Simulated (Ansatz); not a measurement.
# In2O3 at a changed volume: ¹⁷O NMR of the central transition

Cell: an entry of the Crystallography Open Database (COD), relaxed with PBE at fixed cell and then changed (volume scaled by 0.94, ions relaxed).

Space group R-3c:H (No. 167); a = 5.3750, c = 14.2138 Å, γ = 120.00°.

```
site  Wyckoff  site symmetry       x       y       z
  In      12c             3.  0.0000  0.0000  0.8588
   O      18e             .2  0.9613  0.3333  0.0833
```

One atom of each set is listed; the run and its k-mesh use a cell of 10 atoms with edges of 5.66, 5.66, 5.66 Å.

Method: Kohn–Sham DFT in Ansatz, PBE, plane waves and PAW, scalar-relativistic, 420 eV cutoff, Γ-centred 7×7×7 k-points, Fermi–Dirac smearing 0.02 eV.

¹⁷O has I = 5/2 and Q = -25.58 mb (Pyykkö 2018); at 14.1 T its Larmor frequency is ν₀ = 81.4 MHz. Only the quadrupole interaction is simulated: positions count from each site's isotropic chemical shift, and J coupling is left out, as are shift anisotropy and dipolar coupling, which fast spinning averages.

(1) Simulate the second-order pattern (fast magic-angle spinning, Gaussian broadening 0.02 kHz) of site O (4 In at 2.07–2.21 Å).

Answers

(1) The calculation gives C_Q = 2.46 MHz and η = 0.59, so ν_Q = 0.369 MHz and the centre of gravity lies at -6.10 ppm (-0.497 kHz).

| offset (kHz) | height |
| --- | --- |
| -1.238 | 0 |
| -1.197 | 0 |
| -1.156 | 7 |
| -1.114 | 8 |
| -1.073 | 8 |
| -1.032 | 8 |
| -0.990 | 10 |
| -0.949 | 23 |
| -0.908 | 25 |
| -0.866 | 26 |
| -0.825 | 28 |
| -0.783 | 31 |
| -0.742 | 34 |
| -0.701 | 39 |
| -0.659 | 64 |
| -0.618 | 100 |
| -0.577 | 72 |
| -0.535 | 66 |
| -0.494 | 66 |
| -0.453 | 71 |
| -0.411 | 90 |
| -0.370 | 73 |
| -0.328 | 59 |
| -0.287 | 52 |
| -0.246 | 47 |
| -0.204 | 43 |
| -0.163 | 40 |
| -0.122 | 38 |
| -0.080 | 36 |
| -0.039 | 26 |
| 0.002 | 1 |
| 0.044 | 0 |

Without spin–orbit coupling (the program notes it for In) the gradients are little affected as a rule: paired runs on crystals with a gap mostly move them by under 2 % at such atoms. At this changed cell the PBE pressure is 22 GPa.
